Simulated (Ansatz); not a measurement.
# Zinc, hcp under r²SCAN: convergence with the Fermi-Dirac smearing

How small must the Fermi-Dirac smearing width be for energy and pressure to settle? The geometry was relaxed under r²SCAN beforehand and stays fixed; 6 values are run, from 0.01 to 1.0 eV. Wanted are the values from which on the energy stays within 10 and 1 meV/atom, and the pressure within 0.5 GPa, of the narrowest run. Within the series other settings stay, but some runs also write fields, which adds to their time. Spin polarisation is left out.

Method: DFT r²SCAN, plane waves with PAW, scalar-relativistic, in Ansatz 0.2.0.

## (1) The system as given

Symmetry: P6_3/mmc, No. 194, hexagonal system. Conventional cell: a = 2.619 Å, b = 2.619 Å, c = 4.839 Å, α = 90.00°, β = 90.00°, γ = 120.00°. Zn (site symmetry -6m2) is surrounded by 12 Zn at 2.62 to 2.85 Å.

Structure file:

```cif
data_structure
_symmetry_space_group_name_H-M 'P 1'
_symmetry_Int_Tables_number 1
_cell_length_a 2.6187
_cell_length_b 2.6187
_cell_length_c 4.8389
_cell_angle_alpha 90.000
_cell_angle_beta 90.000
_cell_angle_gamma 120.000
_cell_volume 28.74
loop_
_atom_site_label
_atom_site_type_symbol
_atom_site_fract_x
_atom_site_fract_y
_atom_site_fract_z
_atom_site_occupancy
Zn1 Zn 0.33333 0.66667 0.25000 1
Zn2 Zn 0.66667 0.33333 0.75000 1
```

## (2) With a width of 0.01 eV

The run at 0.01 eV.

Input file input.yaml:

```yaml
crystal:
  lattice:
    - [2.6187264646, 0.0, 0.0]
    - [-1.3093632323, 2.2678836439, 0.0]
    - [0.0, 0.0, 4.8388970683]
  atoms:
    - { symbol: Zn, position: [0.3333333333, 0.6666666667, 0.25] }
    - { symbol: Zn, position: [0.6666666667, 0.3333333333, 0.75] }
hamiltonian:
  xc: r2scan
  pseudopotentials:
    kind: paw
    azcp:
      Zn: "pseudopotentials/Zn.paw.azcp"
basis:
  ecutwfc: 500
  fft_grid_basis: typed
kpoints:
  mp_grid: { grid: [14, 14, 7], shift: [0, 0, 0] }
magnetization:
  spin_polarized: false
scf:
  occupations: { method: fermi_dirac, width: 0.01 }
  lower_state_search: "off"
output:
  stress: true
  write_density: true
  write_potential: true
  elf: true
  volumetric_format: npy
```

The run is started by

```console
$ ansatz run input.yaml --threads 2 --pin off --max-ram 5120MiB --backend cpu --events-out ev --progress --plain --runs-dir out
```

The program printed, shortened:

```text
Warning: RAYON_NUM_THREADS=2 ignored (pool sized by the plan → 2); use --threads N
[...]
Pseudopotentials: kind: paw
Pseudopotential: Zn, paw, valence charge 12, recommended cutoff 500 eV (meta_gga), <dir>
Functional definition: r2SCAN
[...]
Crystal: 2 atoms, lattice volume = 28.738 Å³
Basis set: ecut = 500 eV, 737 PW (Γ), exchange–correlation on 80×80×144 points (64 copies of the dense FFT grid, shifted against one another)
Bands: 16, of which v1, the nominal top of the filled ones, is band 12 counted from 1 (11 counted from 0)
Symmetry: 24 space group operations
Space group: P63/mmc (ITA 194), of the structure as read, at distance tolerance 3.1e-5 Å
k-points: 96 of 1372
[...]
SCF iter   1: F=-6651.274797 eV  HF=-6651.350838 eV  |F-HF|=7.60e-2  |Δ(HF+E_count)|=         —  Δρ=2.31e-2  dr2=7.45e-2  dr2_τ=2.46e-3  ethr=1.77e-3  ⟨swp⟩=5.8  Hψ=8484  notcnv=0
[...]
SCF iter   6: F=-6651.335006 eV  HF=-6651.335006 eV  |F-HF|=2.62e-8  |Δ(HF+E_count)|=   4.33e-6  Δρ=7.50e-6  dr2=8.66e-9  dr2_τ=3.09e-10  ethr=4.17e-10  ⟨swp⟩=7.5  Hψ=11741  notcnv=0
[...]
SCF converged after 6 iterations
Free energy (F): -6651.335006 eV
[...]
E sigma→0 (E₀):  -6651.334946 eV
Entropy (-TS):   -0.000120 eV (-0.060 meV/atom)
Fermi energy:    11.670538 eV
[...]
--- Stress (GPa, compression-positive) ---
        0.827479      -0.000000       0.000000
       -0.000000       0.827479       0.000000
        0.000000       0.000000      -1.710564
  P = ⅓ Tr σ = -0.0185 GPa (-0.185 kbar)
--- Band table (eV; the first three rows and the last of 96) ---
  k-point 0: bands = ["0.4349", "2.5791", "3.4185", "3.6773", "3.6773", "3.7363", "3.7363", "4.0944", "4.0944", "4.3327", "4.3327", "7.6931", "8.7784", "26.7531", "30.3082", "30.8061"]
[...]
```

Wall time 3.4 s (2 threads of Arm Neoverse V2, shared host); peak memory 0.39 GiB.

## (3) With a width of 0.03 eV

The run at 0.03 eV.

input.yaml: that of step 2 with these lines changed.

```diff
@@ -22,3 +22,3 @@
 scf:
-  occupations: { method: fermi_dirac, width: 0.01 }
+  occupations: { method: fermi_dirac, width: 0.03 }
   lower_state_search: "off"
@@ -26,5 +26 @@
   stress: true
-  write_density: true
-  write_potential: true
-  elf: true
-  volumetric_format: npy
```

The run is started by

```console
$ ansatz run input.yaml --threads 2 --pin off --max-ram 5120MiB --backend cpu --events-out ev --progress --plain --runs-dir out
```

The program printed, shortened:

```text
Warning: RAYON_NUM_THREADS=2 ignored (pool sized by the plan → 2); use --threads N
[...]
Pseudopotentials: kind: paw
Pseudopotential: Zn, paw, valence charge 12, recommended cutoff 500 eV (meta_gga), <dir>
Functional definition: r2SCAN
[...]
Crystal: 2 atoms, lattice volume = 28.738 Å³
Basis set: ecut = 500 eV, 737 PW (Γ), exchange–correlation on 80×80×144 points (64 copies of the dense FFT grid, shifted against one another)
Bands: 16, of which v1, the nominal top of the filled ones, is band 12 counted from 1 (11 counted from 0)
Symmetry: 24 space group operations
Space group: P63/mmc (ITA 194), of the structure as read, at distance tolerance 3.1e-5 Å
k-points: 96 of 1372
[...]
SCF iter   1: F=-6651.275082 eV  HF=-6651.351165 eV  |F-HF|=7.61e-2  |Δ(HF+E_count)|=         —  Δρ=2.31e-2  dr2=7.45e-2  dr2_τ=2.46e-3  ethr=1.77e-3  ⟨swp⟩=5.6  Hψ=8428  notcnv=0
[...]
SCF iter   6: F=-6651.335308 eV  HF=-6651.335308 eV  |F-HF|=2.54e-8  |Δ(HF+E_count)|=   4.25e-6  Δρ=7.41e-6  dr2=8.44e-9  dr2_τ=2.97e-10  ethr=4.17e-10  ⟨swp⟩=3.4  Hψ=7151  notcnv=0
[...]
SCF converged after 6 iterations
Free energy (F): -6651.335308 eV
[...]
E sigma→0 (E₀):  -6651.334993 eV
Entropy (-TS):   -0.000630 eV (-0.315 meV/atom)
Fermi energy:    11.709401 eV
[...]
--- Stress (GPa, compression-positive) ---
        0.785818      -0.000000       0.000000
       -0.000000       0.785818       0.000000
        0.000000       0.000000      -1.645279
  P = ⅓ Tr σ = -0.0245 GPa (-0.245 kbar)
```

It took 2.7 s on 2 threads of Arm Neoverse V2, shared host; peak memory 0.38 GiB.

## (4) With a width of 0.2 eV

The run at 0.2 eV.

input.yaml: that of step 3 with these lines changed.

```diff
@@ -22,3 +22,3 @@
 scf:
-  occupations: { method: fermi_dirac, width: 0.03 }
+  occupations: { method: fermi_dirac, width: 0.2 }
   lower_state_search: "off"
@@ -26 +26,5 @@
   stress: true
+  write_density: true
+  write_potential: true
+  elf: true
+  volumetric_format: npy
```

The run is started by

```console
$ ansatz run input.yaml --threads 2 --pin off --max-ram 5120MiB --backend cpu --events-out ev --progress --plain --runs-dir out
```

The program printed, shortened:

```text
Warning: RAYON_NUM_THREADS=2 ignored (pool sized by the plan → 2); use --threads N
[...]
Pseudopotentials: kind: paw
Pseudopotential: Zn, paw, valence charge 12, recommended cutoff 500 eV (meta_gga), <dir>
Functional definition: r2SCAN
[...]
Crystal: 2 atoms, lattice volume = 28.738 Å³
Basis set: ecut = 500 eV, 737 PW (Γ), exchange–correlation on 80×80×144 points (64 copies of the dense FFT grid, shifted against one another)
Bands: 16, of which v1, the nominal top of the filled ones, is band 12 counted from 1 (11 counted from 0)
Symmetry: 24 space group operations
Space group: P63/mmc (ITA 194), of the structure as read, at distance tolerance 3.1e-5 Å
k-points: 96 of 1372
[...]
SCF iter   1: F=-6651.302191 eV  HF=-6651.378485 eV  |F-HF|=7.63e-2  |Δ(HF+E_count)|=         —  Δρ=2.31e-2  dr2=7.46e-2  dr2_τ=2.45e-3  ethr=1.77e-3  ⟨swp⟩=4.9  Hψ=8043  notcnv=0
[...]
SCF iter   6: F=-6651.362715 eV  HF=-6651.362715 eV  |F-HF|=1.06e-9  |Δ(HF+E_count)|=   1.40e-6  Δρ=1.73e-5  dr2=4.02e-8  dr2_τ=1.89e-10  ethr=4.17e-10  ⟨swp⟩=10.2  Hψ=12599  notcnv=0
[...]
SCF converged after 6 iterations
Free energy (F): -6651.362715 eV
[...]
E sigma→0 (E₀):  -6651.333659 eV
Entropy (-TS):   -0.058112 eV (-29.056 meV/atom)
Fermi energy:    11.774377 eV
[...]
--- Stress (GPa, compression-positive) ---
        0.362247      -0.000000       0.000000
       -0.000000       0.362247       0.000000
        0.000000       0.000000      -0.197133
  P = ⅓ Tr σ = 0.1758 GPa (1.758 kbar)
--- Band table (eV; the first three rows and the last of 96) ---
  k-point 0: bands = ["0.4365", "2.5797", "3.4190", "3.6783", "3.6783", "3.7373", "3.7373", "4.0949", "4.0949", "4.3332", "4.3332", "7.6964", "8.7770", "26.7505", "30.3092", "30.8059"]
[...]
```

Run time: 3.5 s. Hardware: 2 threads of Arm Neoverse V2, shared host; peak memory 0.39 GiB.

## (5) With a width of 0.3 eV

The run at 0.3 eV.

input.yaml: that of step 4 with these lines changed.

```diff
@@ -22,3 +22,3 @@
 scf:
-  occupations: { method: fermi_dirac, width: 0.2 }
+  occupations: { method: fermi_dirac, width: 0.3 }
   lower_state_search: "off"
@@ -26,5 +26 @@
   stress: true
-  write_density: true
-  write_potential: true
-  elf: true
-  volumetric_format: npy
```

The run is started by

```console
$ ansatz run input.yaml --threads 2 --pin off --max-ram 5120MiB --backend cpu --events-out ev --progress --plain --runs-dir out
```

The program printed, shortened:

```text
Warning: RAYON_NUM_THREADS=2 ignored (pool sized by the plan → 2); use --threads N
band count auto-derived: 17 (N_el = 24.0; filled up to band 12; 16 by the electrons, moments and atoms)
[...]
Pseudopotentials: kind: paw
Pseudopotential: Zn, paw, valence charge 12, recommended cutoff 500 eV (meta_gga), <dir>
Functional definition: r2SCAN
[...]
Crystal: 2 atoms, lattice volume = 28.738 Å³
Basis set: ecut = 500 eV, 737 PW (Γ), exchange–correlation on 80×80×144 points (64 copies of the dense FFT grid, shifted against one another)
Bands: 17, of which v1, the nominal top of the filled ones, is band 12 counted from 1 (11 counted from 0)
Symmetry: 24 space group operations
Space group: P63/mmc (ITA 194), of the structure as read, at distance tolerance 3.1e-5 Å
k-points: 96 of 1372
[...]
SCF iter   1: F=-6651.337602 eV  HF=-6651.415183 eV  |F-HF|=7.76e-2  |Δ(HF+E_count)|=         —  Δρ=2.32e-2  dr2=7.55e-2  dr2_τ=2.44e-3  ethr=1.77e-3  ⟨swp⟩=4.9  Hψ=8286  notcnv=0
[...]
SCF iter   6: F=-6651.399093 eV  HF=-6651.399093 eV  |F-HF|=4.67e-9  |Δ(HF+E_count)|=   1.40e-6  Δρ=1.60e-5  dr2=3.43e-8  dr2_τ=1.69e-10  ethr=4.17e-10  ⟨swp⟩=5.1  Hψ=6573  notcnv=0
[...]
SCF converged after 6 iterations
Free energy (F): -6651.399093 eV
[...]
E sigma→0 (E₀):  -6651.333141 eV
Entropy (-TS):   -0.131904 eV (-65.952 meV/atom)
Fermi energy:    11.788346 eV
[...]
--- Stress (GPa, compression-positive) ---
        0.526019      -0.000000       0.000000
       -0.000000       0.526019       0.000000
        0.000000       0.000000       0.203769
  P = ⅓ Tr σ = 0.4186 GPa (4.186 kbar)
```

It took 2.8 s on 2 threads of Arm Neoverse V2, shared host; peak memory 0.39 GiB.

## (6) With a width of 0.6 eV

The run at 0.6 eV.

input.yaml: that of step 5 with these lines changed.

```diff
@@ -22,3 +22,3 @@
 scf:
-  occupations: { method: fermi_dirac, width: 0.3 }
+  occupations: { method: fermi_dirac, width: 0.6 }
   lower_state_search: "off"
```

The run is started by

```console
$ ansatz run input.yaml --threads 2 --pin off --max-ram 5120MiB --backend cpu --events-out ev --progress --plain --runs-dir out
```

The program printed, shortened:

```text
Warning: RAYON_NUM_THREADS=2 ignored (pool sized by the plan → 2); use --threads N
band count auto-derived: 18 (N_el = 24.0; filled up to band 12; 16 by the electrons, moments and atoms)
[...]
Pseudopotentials: kind: paw
Pseudopotential: Zn, paw, valence charge 12, recommended cutoff 500 eV (meta_gga), <dir>
Functional definition: r2SCAN
[...]
Crystal: 2 atoms, lattice volume = 28.738 Å³
Basis set: ecut = 500 eV, 737 PW (Γ), exchange–correlation on 80×80×144 points (64 copies of the dense FFT grid, shifted against one another)
Bands: 18, of which v1, the nominal top of the filled ones, is band 12 counted from 1 (11 counted from 0)
Symmetry: 24 space group operations
Space group: P63/mmc (ITA 194), of the structure as read, at distance tolerance 3.1e-5 Å
k-points: 96 of 1372
[...]
SCF iter   1: F=-6651.545039 eV  HF=-6651.625744 eV  |F-HF|=8.07e-2  |Δ(HF+E_count)|=         —  Δρ=2.33e-2  dr2=7.73e-2  dr2_τ=2.39e-3  ethr=1.77e-3  ⟨swp⟩=4.6  Hψ=8401  notcnv=0
[...]
SCF iter   6: F=-6651.608559 eV  HF=-6651.608558 eV  |F-HF|=1.13e-8  |Δ(HF+E_count)|=   1.64e-6  Δρ=1.20e-5  dr2=1.75e-8  dr2_τ=1.20e-10  ethr=4.17e-10  ⟨swp⟩=5.1  Hψ=6858  notcnv=0
[...]
SCF converged after 6 iterations
Free energy (F): -6651.608559 eV
[...]
E sigma→0 (E₀):  -6651.316769 eV
Entropy (-TS):   -0.583579 eV (-291.790 meV/atom)
Fermi energy:    11.791196 eV
[...]
--- Stress (GPa, compression-positive) ---
        2.131856      -0.000000       0.000000
       -0.000000       2.131856       0.000000
        0.000000       0.000000       1.067735
  P = ⅓ Tr σ = 1.7771 GPa (17.771 kbar)
```

Run time: 2.8 s. Hardware: 2 threads of Arm Neoverse V2, shared host; peak memory 0.39 GiB.

## (7) With a width of 1.0 eV

The run at 1.0 eV.

input.yaml: that of step 6 with these lines changed.

```diff
@@ -22,3 +22,3 @@
 scf:
-  occupations: { method: fermi_dirac, width: 0.6 }
+  occupations: { method: fermi_dirac, width: 1.0 }
   lower_state_search: "off"
```

The run is started by

```console
$ ansatz run input.yaml --threads 2 --pin off --max-ram 5120MiB --backend cpu --events-out ev --progress --plain --runs-dir out
```

The program printed, shortened:

```text
Warning: RAYON_NUM_THREADS=2 ignored (pool sized by the plan → 2); use --threads N
band count auto-derived: 21 (N_el = 24.0; filled up to band 12; 16 by the electrons, moments and atoms)
[...]
Pseudopotentials: kind: paw
Pseudopotential: Zn, paw, valence charge 12, recommended cutoff 500 eV (meta_gga), <dir>
Functional definition: r2SCAN
[...]
Crystal: 2 atoms, lattice volume = 28.738 Å³
Basis set: ecut = 500 eV, 737 PW (Γ), exchange–correlation on 80×80×144 points (64 copies of the dense FFT grid, shifted against one another)
Bands: 21, of which v1, the nominal top of the filled ones, is band 12 counted from 1 (11 counted from 0)
Symmetry: 24 space group operations
Space group: P63/mmc (ITA 194), of the structure as read, at distance tolerance 3.1e-5 Å
k-points: 96 of 1372
[...]
SCF iter   1: F=-6652.097288 eV  HF=-6652.172907 eV  |F-HF|=7.56e-2  |Δ(HF+E_count)|=         —  Δρ=2.22e-2  dr2=7.17e-2  dr2_τ=2.37e-3  ethr=1.77e-3  ⟨swp⟩=4.3  Hψ=8810  notcnv=0
[...]
SCF iter   6: F=-6652.157607 eV  HF=-6652.157607 eV  |F-HF|=8.20e-9  |Δ(HF+E_count)|=   1.72e-6  Δρ=8.23e-6  dr2=7.72e-9  dr2_τ=6.84e-11  ethr=4.17e-10  ⟨swp⟩=3.4  Hψ=8376  notcnv=0
[...]
SCF converged after 6 iterations
Free energy (F): -6652.157607 eV
[...]
E sigma→0 (E₀):  -6651.256580 eV
Entropy (-TS):   -1.802053 eV (-901.027 meV/atom)
Fermi energy:    11.755013 eV
[...]
--- Stress (GPa, compression-positive) ---
        5.579100       0.000000       0.000000
       -0.000000       5.579100       0.000000
        0.000000       0.000000       3.061803
  P = ⅓ Tr σ = 4.7400 GPa (47.400 kbar)
```

Run time: 3.2 s. Hardware: 2 threads of Arm Neoverse V2, shared host; peak memory 0.39 GiB.

## (8) All values side by side

Energies count from the run at 0.01 eV.

| smearing (eV) | F (meV/atom) | E(σ → 0) (meV/atom) | P (GPa) | SCF cycles | CPU time |
| --- | --- | --- | --- | --- | --- |
| 0.01 | 0.00 | 0.00 | -0.02 | 6 | 6.5 s |
| 0.03 | -0.15 | -0.02 | -0.02 | 6 | 5.1 s |
| 0.2 | -13.85 | 0.64 | 0.18 | 6 | 6.8 s |
| 0.3 | -32.04 | 0.90 | 0.42 | 6 | 5.3 s |
| 0.6 | -136.78 | 9.09 | 1.78 | 6 | 5.4 s |
| 1.0 | -411.30 | 39.18 | 4.74 | 6 | 6.1 s |

## (9) Summary of results

| quantity | value |
| --- | --- |
| E(σ → 0) stays within 10 meV/atom of 0.01 eV | up to 0.6 eV |
| E(σ → 0) stays within 1 meV/atom | up to 0.3 eV |
| pressure stays within 0.5 GPa | up to 0.3 eV |
| pressure at 0.01 eV | -0.02 GPa |
| energy of a separate run on a finer mesh (23×23×11) | -2.0 meV/atom from 0.01 eV |

At 1.0 eV the energy differs by +39.2 meV/atom and the pressure by +4.8 GPa. Over the range F shifts by -411.3 meV/atom, while E(σ → 0) shifts by +39.2. In theory F falls as the square of the width under this scheme, but here the ratio is not steady: the mesh at narrow widths, or a density of states that varies over the wide ones, can both cause that. The mesh (14×14×7) is fixed, so the narrowest widths carry a k-point error of their own. The yardstick itself is unsettled by 2.0 meV/atom against the finer mesh, so the thresholds above hold only within this series, and wider smearing, which averages over more states, can land nearer the fine-mesh value than the narrowest does. The cell taken over is 6 % smaller than the measured one (15.21 Å³/atom, COD).
